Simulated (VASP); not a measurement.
# AgCl (Chlorargyrite) (Fm-3m) in VASP: further runs

Runs on AgCl (Chlorargyrite). Level: r2SCAN. Tasks: relaxation of cell and atoms, relaxation of the atoms.

All numbers are computed with VASP 6.6.1; they aren't measurements. Logs are shortened: lines on timing, memory, paths and dates and some standing lists are left out, and cuts for length are marked.

## (1) The crystal as given

The structure is cubic, space group Fm-3m (No. 225). Conventional cell: a = 5.546 Å, b = 5.546 Å, c = 5.546 Å, α = 90.00°, β = 90.00°, γ = 90.00°. Around Ag (site symmetry m-3m) lie 6 Cl at 2.77 Å. Cl (site symmetry m-3m) has 6 Ag at 2.77 Å as nearest neighbours.

## (2) Relaxation of cell and atoms, r2SCAN

The input, INCAR:

```
SYSTEM = AgCl
  PREC = Accurate
  ENCUT = 600
  EDIFF = 1E-7
  ISMEAR = 0
  SIGMA = 0.03
  LREAL = .FALSE.
  LASPH = .TRUE.
  NELM = 80
  ALGO = Normal
  ISIF = 3
  LWAVE = .FALSE.
  LCHARG = .FALSE.
  METAGGA = R2SCAN
  LMIXTAU = .TRUE.
  IBRION = 2
  NSW = 90
  EDIFFG = -0.005
```

The input, KPOINTS:

```
regular mesh
0
G
  8 8 8
  0 0 0
```

The input, POSCAR:

```
AgCl                                    
1.0
    0.0000000000      2.7730056257      2.7730056257
    2.7730056257      0.0000000000      2.7730056257
    2.7730056257      2.7730056257     -0.0000000000
  Ag              Cl            
     1     1
Direct
     1.0000000000000000    0.0000000000000000    0.0000000000000000
     0.5000000000000000    0.5000000000000000    0.5000000000000000
```

Potentials or basis: VASP PAW PBE potentials, release 64 (Ag, Cl).

Run with:

```console
> cat potpaw_PBE.64/Ag/POTCAR potpaw_PBE.64/Cl/POTCAR > POTCAR
> mpirun -np 1 vasp_std > vasp.out
```

OUTCAR:

```text
SYSTEM = AgCl
   PREC = Accurate
   ENCUT = 600
   EDIFF = 1E-7
   ISMEAR = 0
   LREAL = .FALSE.
   LASPH = .TRUE.
   NELM = 80
   ISIF = 3
   METAGGA = R2SCAN
   IBRION = 2
   NSW = 90
   EDIFFG = -0.005

 ion  position               nearest neighbor table
   1  0.000  0.000  0.000-   2 2.77   2 2.77   2 2.77   2 2.77   2 2.77   2 2.77
   2  0.500  0.500  0.500-   1 2.77   1 2.77   1 2.77   1 2.77   1 2.77   1 2.77

  LATTYP: Found a face centered cubic cell.
 ALAT       =     5.5460112514

  Lattice vectors:

 A1 = (   0.0000000000,   2.7730056257,   2.7730056257)
 A2 = (   2.7730056257,   0.0000000000,   2.7730056257)
 A3 = (   2.7730056257,   2.7730056257,   0.0000000000)

Analysis of symmetry for initial positions (statically):
=====================================================================
 Subroutine PRICEL returns:
 Original cell was already a primitive cell.

 Routine SETGRP: Setting up the symmetry group for a
 face centered cubic supercell.

 Subroutine GETGRP returns: Found 48 space group operations
 (whereof 48 operations were pure point group operations)
 out of a pool of 48 trial point group operations.

The static configuration has the point symmetry O_h .

Analysis of symmetry for dynamics (positions and initial velocities):
=====================================================================
 Subroutine PRICEL returns:
 Original cell was already a primitive cell.

 Routine SETGRP: Setting up the symmetry group for a
 face centered cubic supercell.

 Subroutine GETGRP returns: Found 48 space group operations
 (whereof 48 operations were pure point group operations)
 out of a pool of 48 trial point group operations.

The dynamic configuration has the point symmetry O_h .

 Subroutine INISYM returns: Found 48 space group operations
 (whereof 48 operations are pure point group operations),
 and found     1 'primitive' translations

----------------------------------------------------------------------------------------

                                     Primitive cell

  volume of cell :      42.6464

  direct lattice vectors                    reciprocal lattice vectors
     0.000000000  2.773005626  2.773005626    -0.180309768  0.180309768  0.180309768
     2.773005626  0.000000000  2.773005626     0.180309768 -0.180309768  0.180309768
     2.773005626  2.773005626  0.000000000     0.180309768  0.180309768 -0.180309768

  length of vectors
     3.921622164  3.921622164  3.921622164     0.312305679  0.312305679  0.312305679

[... 144 lines left out ...]
  energy-cutoff  :      600.00
  volume of cell :       42.65
      direct lattice vectors                 reciprocal lattice vectors
     0.000000000  2.773005626  2.773005626    -0.180309768  0.180309768  0.180309768
     2.773005626  0.000000000  2.773005626     0.180309768 -0.180309768  0.180309768
     2.773005626  2.773005626  0.000000000     0.180309768  0.180309768 -0.180309768

 POSITION                                       TOTAL-FORCE (eV/Angst)
 -----------------------------------------------------------------------------------
      0.00000      0.00000      0.00000         0.000000     -0.000000     -0.000000
      2.77301      2.77301      2.77301        -0.000000      0.000000      0.000000
 -----------------------------------------------------------------------------------
    total drift:                                0.000000     -0.000000     -0.000000

  FREE ENERGIE OF THE ION-ELECTRON SYSTEM (eV)
  ---------------------------------------------------
  free  energy   TOTEN  =       -28.6439583773 eV

  energy  without entropy=      -28.6439583773  energy(sigma->0) =      -28.64395838

--------------------------------------- Ionic step        2  -------------------------------------------

 number of electron      18.0000002 magnetization

 Free energy of the ion-electron system (eV)
  ---------------------------------------------------
  ext. energy  EPLUGINS =         0.00000000
  ---------------------------------------------------
  free energy    TOTEN  =       -28.64396872 eV

  energy without entropy =      -28.64396872  energy(sigma->0) =      -28.64396872

 E-fermi :   3.6891     XC(G=0): -10.5146

 val. band max:        3.5523763116   @ k =   0.5000   0.0000   0.0000
 cond. band min:       4.9759209087   @ k =   0.0000   0.0000   0.0000
 fundamental gap:      1.4235445971
 Fermi energy:         3.6891445451

 k-point     1 :       0.0000    0.0000    0.0000
  band No.  band energies     occupation
      1     -12.2687      2.00000
      2       1.1023      2.00000
      3       1.1023      2.00000
      4       1.1023      2.00000
      5       1.1152      2.00000
      6       1.1152      2.00000
      7       1.1152      2.00000
      8       1.1664      2.00000
      9       1.1664      2.00000
     10       4.9759      0.00000
     11      14.8901      0.00000
     12      14.8901      0.00000
     13      14.8901      0.00000
[... 354 lines left out ...]
  band No.  band energies     occupation
      1     -11.8062      2.00000
      2      -1.3774      2.00000
      3      -0.6543      2.00000
      4      -0.6098      2.00000
      5       1.4144      2.00000
      6       1.4795      2.00000
      7       1.7309      2.00000
      8       2.5769      2.00000
      9       3.0773      2.00000
     10       9.0939      0.00000
     11       9.7150      0.00000
     12      12.1803      0.00000
     13      12.7313      0.00000

 [... further k-points ...]
[... 5 lines left out ...]
  --------------------------------------------------------------------------------------
  -------------------------------------------------------------------------------------
  Total       -0.0012271     -0.0012271     -0.0012271      0.0000000      0.0000000      0.0000000
  in kB       -0.0461494     -0.0461494     -0.0461494      0.0000000      0.0000000      0.0000000
  external PRESSURE =      -0.0461494 kB  Pullay stress =       0.0000000 kB

 VOLUME and BASIS-vectors are now :
 -----------------------------------------------------------------------------
  energy-cutoff  :      600.00
  volume of cell :       42.60
      direct lattice vectors                 reciprocal lattice vectors
     0.000000000  2.772000129  2.772000129    -0.180375172  0.180375172  0.180375172
     2.772000129 -0.000000000  2.772000129     0.180375172 -0.180375172  0.180375172
     2.772000129  2.772000129  0.000000000     0.180375172  0.180375172 -0.180375172

 POSITION                                       TOTAL-FORCE (eV/Angst)
 -----------------------------------------------------------------------------------
      2.77200      5.54400      2.77200         0.000000     -0.000000     -0.000000
      2.77200      2.77200      2.77200         0.000000      0.000000      0.000000
 -----------------------------------------------------------------------------------
    total drift:                               -0.000000     -0.000000     -0.000000

  FREE ENERGIE OF THE ION-ELECTRON SYSTEM (eV)
  ---------------------------------------------------
  free  energy   TOTEN  =       -28.6439687197 eV

  energy  without entropy=      -28.6439687197  energy(sigma->0) =      -28.64396872

 reached required accuracy - stopping structural energy minimisation
```

CONTCAR:

```text
AgCl
   1.00000000000000
     0.0000000000000000    2.7720001291066398    2.7720001291066403
     2.7720001291066398   -0.0000000000000000    2.7720001291066403
     2.7720001291066398    2.7720001291066398    0.0000000000000000
  Ag              Cl
     1     1
Direct
     1.0000000000000000    0.0000000000000000    1.0000000000000000
     0.5000000000000000    0.5000000000000000    0.5000000000000000

  0.00000000E+00  0.00000000E+00  0.00000000E+00
  0.00000000E+00  0.00000000E+00  0.00000000E+00
```

Run time: 74 s. Hardware: 1 thread of Intel Xeon 6975P-C (Granite Rapids), shared host; peak memory 0.2 GiB.

What came out:

- Free energy: -28.6440 eV
- Relaxed volume: 21.30 Å³/atom
- Relaxed cell: a = 3.920 Å, b = 3.920 Å, c = 3.920 Å, α = 60.00°, β = 60.00°, γ = 60.00°
- Space group after relaxing (to 0.05 Å): Fm-3m (No. 225)
- Energy gained by relaxing: 0.0 meV/atom
- Ionic steps: 2
- Pressure after relaxing: 0.0 GPa
- Band gap on the k mesh: 1.42 eV, indirect (least direct gap 3.71 eV)

Final structure:
```yaml
crystal:
  lattice:
    - [0.00000, 2.77200, 2.77200]
    - [2.77200, 0.00000, 2.77200]
    - [2.77200, 2.77200, 0.00000]
  atoms:
    - { symbol: Ag, position: [0.00000, 0.00000, 0.00000] }
    - { symbol: Cl, position: [0.50000, 0.50000, 0.50000] }
```

Caveat: the PAW data sets were made with another functional, which shifts forces and pressure a little.

## (3) Relaxation of the atoms, r2SCAN (a relaxed cell with its volume scaled by 0.94)

Changes to INCAR since step 2:

```diff
@@ -10,3 +10,3 @@
   ALGO = Normal
-  ISIF = 3
+  ISIF = 2
   LWAVE = .FALSE.
@@ -16,3 +16,3 @@
   IBRION = 2
-  NSW = 90
-  EDIFFG = -0.005
+  NSW = 40
+  EDIFFG = -0.01
```

KPOINTS is that of step 2.

The input, POSCAR:

```
AgCl                                    
1.0
    0.0000000000      2.7154128198      2.7154128198
    2.7154128198     -0.0000000000      2.7154128198
    2.7154128198      2.7154128198      0.0000000000
  Ag              Cl            
     1     1
Direct
     1.0000000000000000    0.0000000000000000    1.0000000000000000
     0.5000000000000000    0.5000000000000000    0.5000000000000000
```

Potentials or basis: VASP PAW PBE potentials, release 64 (Ag, Cl).

Run with:

```console
> cat potpaw_PBE.64/Ag/POTCAR potpaw_PBE.64/Cl/POTCAR > POTCAR
> mpirun -np 1 vasp_std > vasp.out
```

Wall time 49 s (1 thread of Intel Xeon 6975P-C (Granite Rapids), shared host); peak memory 0.19 GiB.

It converged, with:

```yaml
Free_energy: -28.6155 eV
Pressure_after_relaxing: 3.7 GPa
Band_gap_on_the_k_mesh: 1.43 eV, indirect (least direct gap 3.94 eV)
```

Final structure:
```xyz
2
Lattice="0.0000 2.7154 2.7154 2.7154 0.0000 2.7154 2.7154 2.7154 0.0000" Properties=species:S:1:pos:R:3 pbc="T T T"
Ag    0.0000    0.0000    0.0000
Cl    2.7154    2.7154    2.7154
```

Levels at points of the mesh, in eV from the valence-band top:
| k point | band 6 | band 7 | band 8 | band 9 | band 10 | band 11 | band 12 | band 13 |
| --- | --- | --- | --- | --- | --- | --- | --- | --- |
| (0.00, 0.00, 0.00) | -2.71 | -2.71 | -2.66 | -2.66 | 1.43 | 11.31 | 11.31 | 11.31 |
| (0.50, 0.00, 0.00) | -2.29 | -1.93 | 0.00 | 0.00 | 4.54 | 7.54 | 8.14 | 8.14 |
| (0.50, 0.50, 0.00) | -2.44 | -2.15 | -2.15 | -1.99 | 2.81 | 8.27 | 9.48 | 12.70 |

Caveat: the relaxation stopped at its first step, so nothing moved; the PAW data sets were made with another functional, which shifts forces and pressure a little.

## (4) Relaxation of the atoms, r2SCAN (a relaxed cell with its volume scaled by 0.96)

INCAR is that of step 3.

KPOINTS is that of step 3.

The input, POSCAR:

```
AgCl                                    
1.0
    0.0000000000      2.7345360754      2.7345360754
    2.7345360754     -0.0000000000      2.7345360754
    2.7345360754      2.7345360754      0.0000000000
  Ag              Cl            
     1     1
Direct
     1.0000000000000000    0.0000000000000000    1.0000000000000000
     0.5000000000000000    0.5000000000000000    0.5000000000000000
```

Run with:

```console
> cat potpaw_PBE.64/Ag/POTCAR potpaw_PBE.64/Cl/POTCAR > POTCAR
> mpirun -np 1 vasp_std > vasp.out
```

Run time: 47 s. Hardware: 1 thread of Intel Xeon 6975P-C (Granite Rapids), shared host; peak memory 0.19 GiB.

It converged, with:

```
Free energy             : -28.6316 eV
Pressure after relaxing : 2.3 GPa
Band gap on the k mesh  : 1.43 eV, indirect (least direct gap 3.86 eV)
```

Final structure:
```yaml
crystal:
  lattice:
    - [0.00000, 2.73454, 2.73454]
    - [2.73454, 0.00000, 2.73454]
    - [2.73454, 2.73454, 0.00000]
  atoms:
    - { symbol: Ag, position: [0.00000, 0.00000, 0.00000] }
    - { symbol: Cl, position: [0.50000, 0.50000, 0.50000] }
```

Levels at points of the mesh, in eV from the valence-band top:
| k point | band 7 | band 8 | band 9 | band 10 | band 11 | band 12 |
| --- | --- | --- | --- | --- | --- | --- |
| (0.00, 0.00, 0.00) | -2.61 | -2.56 | -2.56 | 1.43 | 11.32 | 11.32 |
| (0.50, 0.00, 0.00) | -1.87 | 0.00 | 0.00 | 4.59 | 7.41 | 8.19 |
| (0.50, 0.50, 0.00) | -2.08 | -2.08 | -1.94 | 2.85 | 8.29 | 9.40 |

Caveat: the relaxation stopped at its first step, so nothing moved; the PAW data sets were made with another functional, which shifts forces and pressure a little. A k mesh can miss the band edges.

## (5) Relaxation of the atoms, r2SCAN (a relaxed cell with its volume scaled by 0.98)

INCAR is that of step 4.

KPOINTS is that of step 4.

The input, POSCAR:

```
AgCl                                    
1.0
    0.0000000000      2.7533955408      2.7533955408
    2.7533955408     -0.0000000000      2.7533955408
    2.7533955408      2.7533955408      0.0000000000
  Ag              Cl            
     1     1
Direct
     1.0000000000000000    0.0000000000000000    1.0000000000000000
     0.5000000000000000    0.5000000000000000    0.5000000000000000
```

Run with:

```console
> cat potpaw_PBE.64/Ag/POTCAR potpaw_PBE.64/Cl/POTCAR > POTCAR
> mpirun -np 1 vasp_std > vasp.out
```

It took 44 s on 1 thread of Intel Xeon 6975P-C (Granite Rapids), shared host; peak memory 0.19 GiB.

It converged, with:

```
Free energy             : -28.6409 eV
Pressure after relaxing : 1.1 GPa
Band gap on the k mesh  : 1.42 eV, indirect (least direct gap 3.78 eV)
```

Final structure:
```
CELL_PARAMETERS angstrom
0.00000 2.75340 2.75340
2.75340 0.00000 2.75340
2.75340 2.75340 0.00000
ATOMIC_POSITIONS crystal
Ag 0.00000 0.00000 0.00000
Cl 0.50000 0.50000 0.50000
```

Levels at points of the mesh, in eV from the valence-band top:
| k point | band 5 | band 6 | band 7 | band 8 | band 9 | band 10 | band 11 | band 12 | band 13 |
| --- | --- | --- | --- | --- | --- | --- | --- | --- | --- |
| (0.00, 0.00, 0.00) | -2.52 | -2.52 | -2.52 | -2.47 | -2.47 | 1.42 | 11.33 | 11.33 | 11.33 |
| (0.50, 0.00, 0.00) | -2.14 | -2.14 | -1.81 | 0.00 | 0.00 | 4.65 | 7.29 | 8.23 | 8.23 |
| (0.50, 0.50, 0.00) | -2.86 | -2.28 | -2.02 | -2.02 | -1.89 | 2.89 | 8.32 | 9.32 | 12.46 |

Caveat: the relaxation stopped at its first step, so nothing moved; the PAW data sets were made with another functional, which shifts forces and pressure a little. A k mesh can miss the band edges.

## (6) The runs side by side

```csv
task,cell,gap on the mesh (eV),pressure (GPa)
relaxation of cell and atoms,relaxed,1.42,0.0
relaxation of the atoms,atoms relaxed from: a relaxed cell with its volume scaled by 0.94,1.43,3.7
relaxation of the atoms,atoms relaxed from: a relaxed cell with its volume scaled by 0.96,1.43,2.3
relaxation of the atoms,atoms relaxed from: a relaxed cell with its volume scaled by 0.98,1.42,1.1
```

Alike in all rows: level r2SCAN; potentials or basis VASP PAW PBE potentials, release 64 (Ag, Cl); no spin polarisation; k mesh 8 × 8 × 8; cutoff (eV) 600; smearing gaussian 0.03 eV.

Caveats: the PAW data sets were made with another functional, which shifts forces and pressure a little; the relaxation stopped at its first step, so nothing moved (some runs).

Total energies depend on the potentials used, so only differences within one code and one set of settings carry meaning.
